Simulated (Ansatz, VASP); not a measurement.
# One calculation of Rh, two programs

Contents of INCAR:

```
AGGAC    = 1.0          
AGGAX    = 1.0          
ALDAC    = 0.0          
ALDAX    = 1.0          
ALGO     = Normal         # electronic algorithm
EDIFF    = 1E-6           # SCF threshold, eV
ENCUT    = 520            # plane-wave cutoff, eV
GGA      = B5             # functional
ISIF     = 2              # what is computed and relaxed
ISMEAR   = -1             # smearing method
LASPH    = T              # aspherical terms in the spheres
LCHARG   = F              # write CHGCAR
LREAL    = F              # projectors in reciprocal space
LWAVE    = F              # write WAVECAR
NBANDS   = 14             # bands
NELM     = 100            # most SCF steps
PREC     = Accurate       # precision mode
SIGMA    = 0.1            # smearing width, eV
```

KPOINTS

```
k-points
0
Gamma
  14 14 14
```

File POSCAR:

```
Rh
1.0
    2.6182508737      0.0000000000      0.0000000000
    0.0000000000      2.6182508737      0.0000000000
    0.0000000000      0.0000000000      2.6182508737
Rh
1
Direct
    0.0000000000      0.0000000000      0.0000000000
```

Input for Ansatz:

```yaml
crystal:
  lattice:
    - [2.6182508737, 0.0, 0.0]
    - [0.0, 2.6182508737, 0.0]
    - [0.0, 0.0, 2.6182508737]
  atoms:
    - { symbol: Rh, position: [0.0, 0.0, 0.0] }
hamiltonian:
  xc: blyp
  pseudopotentials:
    kind: paw
    azcp:
      Rh: "pseudopotentials/Rh.paw.azcp"
basis:
  ecutwfc: 420
  fft_grid_basis: typed
kpoints:
  mp_grid: { grid: [14, 14, 14], shift: [0, 0, 0] }
magnetization:
  spin_polarized: false
scf:
  occupations: { method: fermi_dirac, width: 0.1 }
  lower_state_search: "off"
output:
  stress: true
```

Alike in both runs: task single point; functional BLYP; k mesh 14 × 14 × 14; occupations fermi-dirac, width 0.1 eV; no spin polarisation.

|  | VASP | Ansatz |
| --- | --- | --- |
| version | VASP 6.6.1 | Ansatz 0.2.0 |
| potentials or method | VASP PAW PBE potentials, release 64 (Rh_pv) | plane waves (420 eV) with PAW, scalar-relativistic |
| plane-wave cutoff (eV) | 520 | 420 |
| valence electrons in the cell | 15 | 17 |

Ansatz gave:

| Item | Value |
| --- | --- |
| pressure (GPa) | -5.6 |

**Question.** Which values does VASP return?

**Answer.** Pressure (GPa): -5.3.

With one functional, cell and mesh, what is left measures potentials, basis and numerics. The two sets of potentials don't hold the same shells in valence.

Caveats: the PAW data sets were made with another functional, which shifts forces and pressure a little (VASP).
